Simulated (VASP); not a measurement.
## NiSb (Breithauptite): interstitial Li from one void to a neighbouring one

Aim: the barrier for one hop in NiSb (Breithauptite): interstitial Li from one void to a neighbouring one. The start is a cell from a database of measured crystal structures.

Method: PBE, spin-polarised from a ferromagnetic start; plane waves and PAW (Sb, Ni), in the first sound run; inputs show where later runs differ, in VASP 6.6.1.

Most raw output is cut from this account.

The database entry behind the starting cell differs from later determinations by our own check (c about 0.3 % short), so it need not match the best structure at ambient conditions.

### 1. The host crystal

Symmetry: P6_3/mmc, No. 194, hexagonal system. The conventional cell has a = 3.928 Å, b = 3.928 Å, c = 5.120 Å, α = 90.00°, β = 90.00°, γ = 120.00°. Nearest to Sb lie 6 Ni at 2.60 Å. Nearest to Ni lie 2 Ni at 2.56 Å and 6 Sb at 2.60 Å. Farther neighbours are not listed.

Structure file:

```cif
data_structure
_symmetry_space_group_name_H-M 'P6_3/mmc'
_symmetry_Int_Tables_number 194
_cell_length_a 3.9280
_cell_length_b 3.9280
_cell_length_c 5.1200
_cell_angle_alpha 90.000
_cell_angle_beta 90.000
_cell_angle_gamma 120.000
_cell_volume 68.41
loop_
_atom_site_label
_atom_site_type_symbol
_atom_site_symmetry_multiplicity
_atom_site_Wyckoff_symbol
_atom_site_fract_x
_atom_site_fract_y
_atom_site_fract_z
_atom_site_occupancy
Sb1 Sb 2 c 0.66667 0.33333 0.75000 1
Ni1 Ni 2 a 0.00000 0.00000 0.50000 1
```

### 2. Relax the host

The later steps need the crystal at this functional's own lattice; a raised cutoff keeps the stress reliable while the cell changes.

Contents of INCAR:

```
SYSTEM = NiSb
PREC = Accurate
ENCUT = 360
EDIFF = 1E-06
NELM = 120
ISMEAR = 0
SIGMA = 0.1
LREAL = .FALSE.
ALGO = Normal
GGA = PE
NBANDS = 25
ISPIN = 2
MAGMOM = 0 0 1 1
LASPH = .TRUE.
LMAXMIX = 4
LORBIT = 11
LWAVE = .FALSE.
LCHARG = .FALSE.
KPAR = 3
IBRION = 2
NSW = 40
ISIF = 3
EDIFFG = -0.02
POTIM = 0.4
```

Contents of POSCAR:

```
NiSb
1.0
    3.9280000000      0.0000000000      0.0000000000
   -1.9640000000      3.4017477861      0.0000000000
    0.0000000000      0.0000000000      5.1200000000
Sb Ni
2 2
Direct
    0.6666666667      0.3333333333      0.7500000000
    0.3333333333      0.6666666667      0.2500000000
    0.0000000000      0.0000000000      0.5000000000
    0.0000000000      0.0000000000      0.0000000000
```

Contents of KPOINTS:

```
Automatic mesh
0
Gamma
6 6 4
0 0 0
```

The projector-augmented-wave data sets are Sb and Ni (PBE family, release 64).

Started as:

```console
$ mpirun -np 3 vasp_std
```

Elapsed: 44 s, on 3 MPI ranks of Intel Xeon 6975P-C (Granite Rapids), shared host; peak memory 0.52 GiB.

The moments of the start collapse, so the state is non-magnetic; other starts or orders were not tried. The k-mesh is coarse for a metal. The run keeps the 24 symmetry operations of its start, so it cannot find a distortion of lower symmetry.

Relaxation path:

```
step  energy less that of the first step (eV)  largest force (eV/Å)  pressure (GPa)  volume (Å³)
   1                                   0.0000                0.0000            3.69        68.41
   2                                  -0.0174                0.0000           -1.83        71.58
   3                                  -0.0228                0.0000            0.13        70.49
   4                                  -0.0228                0.0000           -0.10        70.57
   5                                  -0.0230                0.0000           -0.09        70.57
```

```
conventional cell, symmetrised  before  after  change
                         a (Å)   3.928  3.965  +0.9 %
                         b (Å)   3.928  3.965  +0.9 %
                         c (Å)   5.120  5.184  +1.3 %
              volume (Å³/atom)   17.10  17.64  +3.2 %
```

The relaxed structure:

```
Sb Ni
1.0
     3.96472    0.00000    0.00000
    -1.98236    3.43355    0.00000
     0.00000    0.00000    5.18406
Sb Ni
2 2
Direct
  0.66667 0.33333 0.75000
  0.33333 0.66667 0.25000
  0.00000 0.00000 0.50000
  0.00000 0.00000 0.00000
```

This step gave:

```yaml
electronic_cycles: 44
electrons: 30
free_energy_toten: -20.30 eV
energy_at_zero_smearing: -20.29 eV
fermi_energy: 9.660 eV
labelled_metallic_from_the_levels_on_this_mesh: yes
```

The spin moment in the PAW sphere vanishes on all atoms.

The run ended after 5 ionic steps, 0.023 eV below its first step, once forces and stress met EDIFFG = -0.02.

### 3. Relax the start

This step: PBE, spin-polarised from a ferromagnetic start; plane waves and PAW (Sb, Ni, Li) (VASP 6.6.1).

System of this step: Breithauptite. The cell holds 17 atoms: 8 Sb, 8 Ni and 1 Li. Its edges and angles: a = 8.604 Å, b = 8.604 Å, c = 6.526 Å, α = 118.6°, β = 118.6°, γ = 105.9°. It derives from NiSb (Breithauptite). Nearest the centre at fractional (0.250, 0.250, 0.500): Sb2 at 1.70 Å, Li17 at 1.72 Å, Sb5 at 1.73 Å, Ni14 at 1.96 Å, Ni13 at 2.02 Å, Ni9 at 3.23 Å, Ni10 at 3.26 Å, Sb4 at 3.29 Å.

A path needs two true minima; the start is relaxed with symmetry off.

Contents of INCAR:

```
SYSTEM = LiNi8Sb8
PREC = Normal
ENCUT = 280
EDIFF = 1E-05
NELM = 120
ISMEAR = 1
SIGMA = 0.15
LREAL = Auto
ALGO = Fast
GGA = PE
NBANDS = 91
ISPIN = 2
MAGMOM = 0 0 0 0 0 0 0 0 1 1 1 1 1 1 1 1 0
LASPH = .TRUE.
LMAXMIX = 4
LORBIT = 11
LWAVE = .FALSE.
LCHARG = .FALSE.
KPAR = 3
IBRION = 2
NSW = 60
ISIF = 2
EDIFFG = -0.05
POTIM = 0.4
MAXMIX = 40
ISYM = 0
```

Contents of POSCAR:

```
LiNi8Sb8
1.0
   -5.9470815189      3.4335491159      5.1840563396
    5.9470815189     -3.4335491159      5.1840563396
    1.9823605063      3.4335491159     -5.1840563396
Sb Ni Li
8 8 1
Direct
    0.5446969891      0.7110388479      0.5044610164
    0.0451645125      0.2072259001      0.5006683071
    0.0440623943      0.7085284978      0.0011843780
    0.5428040494      0.2101712014      0.0008660414
    0.4569288641      0.2886419120      0.4974307842
    0.9578848750      0.7926708013      0.5016839695
    0.9575999831      0.2893356794     -0.0030957500
    0.4640441770      0.7947979315      0.0049581833
    0.2441612316      0.2400738313     -0.0150906694
    0.7510414342      0.7496654553     -0.0001315348
    0.7460329113      0.2529939667      0.5004836716
    0.2531625261      0.7573731565      0.5079775955
   -0.0044768792     -0.0033733709     -0.0084963262
    0.4951074745      0.4971697284     -0.0050869204
    0.4970589073     -0.0017470392      0.4956909919
   -0.0008729895      0.4993160208      0.5003962957
    0.2115477157      0.0450808931      0.5053907816
```

Contents of KPOINTS:

```
Automatic mesh
0
Gamma
4 4 4
0 0 0
```

Potentials, in the order of the species: Sb, Ni and Li (PBE family, release 64).

Started as:

```console
$ mpirun -np 3 vasp_std
```

It took 17 min on 3 MPI ranks; peak memory 1.7 GiB; 49 min of CPU time.

Step by step:

```
step  energy less that of the first step (eV)  largest force (eV/Å)
   1                                   0.0000                2.9618
   2                                  -0.5633                0.8500
   3                                  -0.6252                0.6673
   4                                  -0.6254                0.6519
   5                                  -0.6614                0.3552
   6                                  -0.6804                0.1786
   7                                  -0.6806                0.1851
   8                                  -0.6864                0.0817
   9                                  -0.6876                0.0510
  10                                  -0.6876                0.0599
  11                                  -0.6876                0.0813
  12                                  -0.6876                0.0663
  13                                  -0.6886                0.0332
```

The atoms that moved most (Å):

```
atom      dx      dy      dz  length
 Sb2   0.148  -0.098  -0.009   0.178
 Sb4  -0.020   0.144  -0.004   0.145
 Sb3  -0.123  -0.067  -0.004   0.140
 Sb5   0.032  -0.015   0.089   0.095
Ni16  -0.004   0.003   0.079   0.080
 Sb6   0.000  -0.015  -0.072   0.074
Ni11  -0.037   0.021  -0.055   0.069
 Ni9   0.040   0.020   0.018   0.048
```

The relaxed structure:

```cif
data_structure
_symmetry_space_group_name_H-M 'P 1'
_symmetry_Int_Tables_number 1
_cell_length_a 8.6042
_cell_length_b 8.6042
_cell_length_c 6.5264
_cell_angle_alpha 118.593
_cell_angle_beta 118.593
_cell_angle_gamma 105.901
_cell_volume 282.28
loop_
_atom_site_label
_atom_site_type_symbol
_atom_site_fract_x
_atom_site_fract_y
_atom_site_fract_z
_atom_site_occupancy
Sb1 Sb 0.54032 0.70773 0.49867 1
Sb2 Sb 0.03003 0.21790 0.49800 1
Sb3 Sb 0.03387 0.68776 0.97104 1
Sb4 Sb 0.56332 0.21765 0.02965 1
Sb5 Sb 0.46330 0.30011 0.49817 1
Sb6 Sb 0.94869 0.78460 0.49835 1
Sb7 Sb 0.95938 0.29091 0.99960 1
Sb8 Sb 0.46016 0.79153 0.00092 1
Ni9 Ni 0.24880 0.24829 0.99434 1
Ni10 Ni 0.75291 0.75175 0.00190 1
Ni11 Ni 0.74376 0.24458 0.50035 1
Ni12 Ni 0.25314 0.75415 0.50179 1
Ni13 Ni 0.99921 0.99881 0.00061 1
Ni14 Ni 0.49680 0.49687 0.99592 1
Ni15 Ni 0.49690 0.99772 0.49946 1
Ni16 Ni 0.00723 0.50672 0.50060 1
Li17 Li 0.20812 0.04187 0.49992 1
```

Numbers from this step:

```yaml
electronic_cycles: 78
electrons: 121
free_energy_toten: -82.9032 eV
energy_at_zero_smearing: -82.8991 eV
fermi_energy: 9.895 eV
```

The spin moment in the PAW sphere vanishes on all atoms.

The run ended after 13 ionic steps, 0.689 eV below its first step, once the forces on the free atoms met EDIFFG = -0.05.

### 4. Relax the end

The end state is relaxed in the same way, so that both ends share their errors.

INCAR is that of step 3.

Contents of POSCAR:

```
LiNi8Sb8
1.0
   -5.9470815189      3.4335491159      5.1840563396
    5.9470815189     -3.4335491159      5.1840563396
    1.9823605063      3.4335491159     -5.1840563396
Sb Ni Li
8 8 1
Direct
    0.5428302854      0.7063677284      0.5011325607
    0.0403091513      0.2107540344      0.4975351869
    0.0374242532      0.7058587670     -0.0055059611
    0.5405665222      0.2069724042      0.0013281912
    0.4580142550      0.2882638827      0.4980788497
    0.9573648905      0.7901861998      0.5039120836
    0.9613261154      0.2935177236      0.0059916924
    0.4610130933      0.7912059212      0.0012412221
    0.2461361659      0.2488985127      0.0007515079
    0.7501971460      0.7505688953     -0.0022251447
    0.7429447929      0.2458080564      0.4933637679
    0.2507447497      0.7519839959      0.5051987935
    0.0022012534      0.0015497553      0.0019439129
    0.5005640755      0.5024006742      0.0033305958
    0.4987329073     -0.0034573640      0.5039593003
   -0.0026533751      0.4969488467      0.4997944434
    0.2914334995      0.4598880117      0.4979942140
```

KPOINTS is that of step 3.

Started as:

```console
$ mpirun -np 3 vasp_std
```

The job ended after 13 min (3 MPI ranks; peak memory 1.7 GiB).

Step by step:

```
step  energy less that of the first step (eV)  largest force (eV/Å)
   1                                   0.0000                2.8744
   2                                  -0.5344                0.7906
   3                                  -0.5924                0.6895
   4                                  -0.5927                0.6640
   5                                  -0.6281                0.4023
   6                                  -0.6499                0.1137
   7                                  -0.6508                0.1451
   8                                  -0.6555                0.0667
   9                                  -0.6564                0.0480
```

The atoms that moved most (Å):

```
atom      dx      dy      dz  length
 Sb7   0.015  -0.170  -0.002   0.171
 Sb8   0.147   0.047  -0.017   0.155
 Sb5  -0.103   0.070  -0.012   0.125
 Sb2  -0.031   0.027  -0.103   0.111
 Sb1   0.000   0.001   0.083   0.083
Ni11  -0.001   0.030   0.076   0.082
Ni16   0.000   0.003   0.043   0.043
Ni15   0.001  -0.015  -0.032   0.035
```

The relaxed structure:

```cif
data_structure
_symmetry_space_group_name_H-M 'P 1'
_symmetry_Int_Tables_number 1
_cell_length_a 8.6042
_cell_length_b 8.6042
_cell_length_c 6.5264
_cell_angle_alpha 118.593
_cell_angle_beta 118.593
_cell_angle_gamma 105.901
_cell_volume 282.28
loop_
_atom_site_label
_atom_site_type_symbol
_atom_site_fract_x
_atom_site_fract_y
_atom_site_fract_z
_atom_site_occupancy
Sb1 Sb 0.55106 0.71453 0.50145 1
Sb2 Sb 0.03430 0.19890 0.49962 1
Sb3 Sb 0.04024 0.70826 0.00073 1
Sb4 Sb 0.53924 0.20857 0.00029 1
Sb5 Sb 0.46711 0.27922 0.50046 1
Sb6 Sb 0.95815 0.79083 0.50045 1
Sb7 Sb 0.93635 0.28278 0.97076 1
Sb8 Sb 0.46617 0.81149 0.03000 1
Ni9 Ni 0.24779 0.24956 0.00128 1
Ni10 Ni 0.74755 0.74731 0.99850 1
Ni11 Ni 0.75464 0.25519 0.49972 1
Ni12 Ni 0.24721 0.74670 0.50151 1
Ni13 Ni 0.00221 0.00243 0.00351 1
Ni14 Ni 0.49938 0.49969 0.99803 1
Ni15 Ni 0.49343 0.99245 0.50067 1
Ni16 Ni 0.00194 0.50135 0.50043 1
Li17 Li 0.29239 0.45845 0.50041 1
```

This step gave:

```
electronic cycles       : 68
free energy (TOTEN)     : -82.9025 eV
energy at zero smearing : -82.8985 eV
Fermi energy            : 9.894 eV
```

The run ended after 9 ionic steps, 0.656 eV below its first step, once the forces on the free atoms met EDIFFG = -0.05.

### 5. Nudged elastic band

Images on a straight line between the ends relax across the path, while springs keep them spaced along it.

Edit INCAR of step 4 so:

```diff
@@ -15,12 +15,11 @@
 LMAXMIX = 4
-LORBIT = 11
 LWAVE = .FALSE.
 LCHARG = .FALSE.
-KPAR = 3
-IBRION = 2
+IMAGES = 3
+SPRING = -5
+IBRION = 1
+POTIM = 0.3
 NSW = 60
-ISIF = 2
 EDIFFG = -0.05
-POTIM = 0.4
-MAXMIX = 40
 ISYM = 0
+ISIF = 0
```

Contents of POSCAR:

```
LiNi8Sb8
1.0
   -5.9470815189      3.4335491159      5.1840563396
    5.9470815189     -3.4335491159      5.1840563396
    1.9823605063      3.4335491159     -5.1840563396
Sb Ni Li
8 8 1
Direct
    0.5403244200      0.7077325285      0.4986741200
    0.0300280325      0.2178993780      0.4980013430
    0.0338690999      0.6877561030      0.9710403104
    0.5633184736      0.2176539533      0.0296486416
    0.4632984058      0.3001092613      0.4981684343
    0.9486886803      0.7846021234      0.4983450479
    0.9593752200      0.2909132134      0.9996046109
    0.4601615710      0.7915323269      0.0009220498
    0.2488049203      0.2482893678      0.9943407727
    0.7529122122      0.7517536953      0.0018976854
    0.7437600989      0.2445756311      0.5003512591
    0.2531412277      0.7541484047      0.5017916205
    0.9992061724      0.9988076605      0.0006051994
    0.4968041073      0.4968733848      0.9959233803
    0.4969047206      0.9977188690      0.4994596813
    0.0072331591      0.5067246379      0.5005991708
    0.2081176551      0.0418728747      0.4999174880
```

KPOINTS is that of step 4.

Contents of 00/POSCAR:

```
LiNi8Sb8
1.0
   -5.9470815189      3.4335491159      5.1840563396
    5.9470815189     -3.4335491159      5.1840563396
    1.9823605063      3.4335491159     -5.1840563396
Sb Ni Li
8 8 1
Direct
    0.5403244200      0.7077325285      0.4986741200
    0.0300280325      0.2178993780      0.4980013430
    0.0338690999      0.6877561030      0.9710403104
    0.5633184736      0.2176539533      0.0296486416
    0.4632984058      0.3001092613      0.4981684343
    0.9486886803      0.7846021234      0.4983450479
    0.9593752200      0.2909132134      0.9996046109
    0.4601615710      0.7915323269      0.0009220498
    0.2488049203      0.2482893678      0.9943407727
    0.7529122122      0.7517536953      0.0018976854
    0.7437600989      0.2445756311      0.5003512591
    0.2531412277      0.7541484047      0.5017916205
    0.9992061724      0.9988076605      0.0006051994
    0.4968041073      0.4968733848      0.9959233803
    0.4969047206      0.9977188690      0.4994596813
    0.0072331591      0.5067246379      0.5005991708
    0.2081176551      0.0418728747      0.4999174880
```

Contents of 01/POSCAR:

```
LiNi8Sb8
1.0
   -5.9470815189      3.4335491159      5.1840563396
    5.9470815189     -3.4335491159      5.1840563396
    1.9823605063      3.4335491159     -5.1840563396
Sb Ni Li
8 8 1
Direct
    0.5430076850      0.7094321101      0.4993689370
    0.0310950349      0.2131495737      0.4984071459
    0.0354618682      0.6928830710      0.9784631677
    0.5572984915      0.2153827608      0.0223100042
    0.4642502668      0.2948878262      0.4987422415
    0.9510540250      0.7861587248      0.4988703688
    0.9536186721      0.2888793445      0.9923924647
    0.4616647574      0.7965220141      0.0081927813
    0.2485514429      0.2486059420      0.9960761578
    0.7515711889      0.7506422333      0.0010471418
    0.7464807206      0.2472304340      0.5001927727
    0.2516573831      0.7522854685      0.5017202691
    0.9999581850      0.9997136930      0.0013317163
    0.4974473868      0.4975785021      0.9964493782
    0.4960350325      0.9964012865      0.4997628605
    0.0059102448      0.5053811766      0.5005559659
    0.2291861924      0.1460174102      0.5000410427
```

Contents of 02/POSCAR:

```
LiNi8Sb8
1.0
   -5.9470815189      3.4335491159      5.1840563396
    5.9470815189     -3.4335491159      5.1840563396
    1.9823605063      3.4335491159     -5.1840563396
Sb Ni Li
8 8 1
Direct
    0.5456909500      0.7111316917      0.5000637540
    0.0321620374      0.2083997694      0.4988129488
    0.0370546365      0.6980100391      0.9858860250
    0.5512785094      0.2131115682      0.0149713668
    0.4652021278      0.2896663912      0.4993160486
    0.9534193697      0.7877153263      0.4993956896
    0.9478621242      0.2868454757      0.9851803184
    0.4631679438      0.8015117013      0.0154635127
    0.2482979656      0.2489225161      0.9978115428
    0.7502301656      0.7495307713      0.0001965981
    0.7492013422      0.2498852370      0.5000342862
    0.2501735384      0.7504225322      0.5016489178
    1.0007101976      1.0006197256      0.0020582332
    0.4980906663      0.4982836194      0.9969753761
    0.4951653444      0.9950837040      0.5000660396
    0.0045873304      0.5040377153      0.5005127610
    0.2502547297      0.2501619456      0.5001645974
```

Contents of 03/POSCAR:

```
LiNi8Sb8
1.0
   -5.9470815189      3.4335491159      5.1840563396
    5.9470815189     -3.4335491159      5.1840563396
    1.9823605063      3.4335491159     -5.1840563396
Sb Ni Li
8 8 1
Direct
    0.5483742151      0.7128312733      0.5007585710
    0.0332290398      0.2036499651      0.4992187517
    0.0386474048      0.7031370071      0.9933088822
    0.5452585273      0.2108403757      0.0076327293
    0.4661539888      0.2844449561      0.4998898558
    0.9557847144      0.7892719278      0.4999210104
    0.9421055763      0.2848116068      0.9779681722
    0.4646711301      0.8065013885      0.0227342442
    0.2480444882      0.2492390902      0.9995469278
    0.7488891423      0.7484193093     -0.0006539455
    0.7519219639      0.2525400400      0.4998757998
    0.2486896938      0.7485595960      0.5015775664
    1.0014622101      1.0015257582      0.0027847500
    0.4987339458      0.4989887368      0.9975013740
    0.4942956564      0.9937661214      0.5003692188
    0.0032644160      0.5026942540      0.5004695561
    0.2713232670      0.3543064811      0.5002881520
```

Contents of 04/POSCAR:

```
LiNi8Sb8
1.0
   -5.9470815189      3.4335491159      5.1840563396
    5.9470815189     -3.4335491159      5.1840563396
    1.9823605063      3.4335491159     -5.1840563396
Sb Ni Li
8 8 1
Direct
    0.5510574801      0.7145308549      0.5014533880
    0.0342960422      0.1989001608      0.4996245546
    0.0402401731      0.7082639752      1.0007317395
    0.5392385452      0.2085691832      0.0002940919
    0.4671058498      0.2792235210      0.5004636630
    0.9581500591      0.7908285292      0.5004463313
    0.9363490284      0.2827777380      0.9707560260
    0.4661743165      0.8114910757      0.0300049757
    0.2477910108      0.2495556644      1.0012823129
    0.7475481190      0.7473078473     -0.0015044891
    0.7546425856      0.2551948429      0.4997173134
    0.2472058492      0.7466966598      0.5015062150
    1.0022142227      1.0024317907      0.0035112669
    0.4993772253      0.4996938541      0.9980273719
    0.4934259683      0.9924485389      0.5006723980
    0.0019415017      0.5013507927      0.5004263512
    0.2923918043      0.4584510166      0.5004117067
```

Started as:

```console
$ mpirun -np 3 vasp_std
```

It took 2.6 h on 3 MPI ranks; peak memory 1.7 GiB.

The run was stopped at its time limit, so it gives no result of its own.

### 6. What came out

```json
{
 "result": "none"
}
```

What this shows: The session ends without its result: «nudged elastic band» met its time limit.

[Lines on the potential files, build, host, timing and source positions are cut from VASP's logs without a mark.]

[Logs are printed without paths, hosts, clocks, repeated set-up lines and the standing remarks that a program may print on its own settings, such as how far it seeks lower states.]

[Hosts, paths, dates, database ids (printed as entryN), source tags and the programs' standing remarks are cut or masked in the printed files.]

[Runs that stopped without an error message from VASP are left out.]
